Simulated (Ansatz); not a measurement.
Born–Oppenheimer molecular dynamics of a periodic cell of 16 atoms, MgO (host MgO, host structure Fm-3m). It goes on from the last frame of an earlier run, with new velocities.

All numbers below come from DFT LDA, scalar-relativistic, plane waves, PAW in Ansatz. Settings: cutoff 420 eV, k mesh 2x2x2, fermi-dirac smearing 0.05 eV, no spin polarisation.

```
ensemble        : NVT, Langevin thermostat
time step       : 1 fs
steps asked     : 200
set temperature : 1560 K
friction        : 0.02 /fs
seed            : 134124
```

First frame:

```xyz
16
Lattice="0.0000 3.8950 3.8950 3.8950 0.0000 3.8950 3.8950 3.8950 0.0000" Properties=species:S:1:pos:R:3
Mg 0.004 -0.106 0.155
O 1.972 2.009 1.908
Mg 1.945 1.885 -0.043
O 3.867 3.966 1.856
Mg 2.007 0.002 2.006
O 3.966 1.881 3.913
Mg 3.870 1.941 1.979
O 5.814 3.793 3.915
Mg 0.051 2.129 1.995
O 1.984 3.865 3.818
Mg 1.790 3.931 1.884
O 4.060 5.826 3.941
Mg 1.951 2.037 3.900
O 3.785 3.904 5.898
Mg 3.867 3.810 3.777
O 5.855 5.839 5.799
```

(1) What does the run give?

(2) What happens to the structure?

(3) How do temperature and energy run in time?

Answers

(1) All steps were run.

```
steps done                                               : 200
time covered                                             : 200 fs
mean temperature over the second half                    : 1549 K
spread of the potential energy over the second half      : 31.5 meV per atom
mean potential energy of the second half above the start : 49.7 meV per atom
```

A run of 0.2 ps of so small a system gives no equilibrium averages. The SCF threshold is loose, so the forces are noisy. Limits of this set-up: coarse k mesh.

(2) Mean squared displacements from the first frame to the last, about the centre of mass: Mg 0.03 Å², O 0.02 Å². The details hang on the random start.

(3) 
| time (fs) | T (K) | potential energy less start (eV) |
| --- | --- | --- |
| 0.0 | 1462 | 0.000 |
| 10.0 | 967 | 0.471 |
| 20.0 | 931 | 0.540 |
| 30.0 | 1597 | 0.043 |
| 40.0 | 1588 | 0.581 |
| 50.0 | 1308 | 1.152 |
| 60.0 | 1524 | 1.391 |
| 70.0 | 1700 | 1.197 |
| 80.0 | 1435 | 2.270 |
| 90.0 | 1331 | 1.739 |
| 100.0 | 1833 | 0.344 |
| 110.0 | 1508 | 0.710 |
| 120.0 | 1385 | 0.635 |
| 130.0 | 1471 | 1.141 |
| 140.0 | 1693 | 1.032 |
| 150.0 | 1757 | 0.739 |
| 160.0 | 1381 | 0.814 |
| 170.0 | 1170 | 1.465 |
| 180.0 | 1443 | 1.296 |
| 190.0 | 1684 | 0.119 |
| 200.0 | 1577 | 0.311 |

Time of the run: 5.2 min on 1 thread of Arm Neoverse V1, on a shared host, peak memory 0.39 GiB.
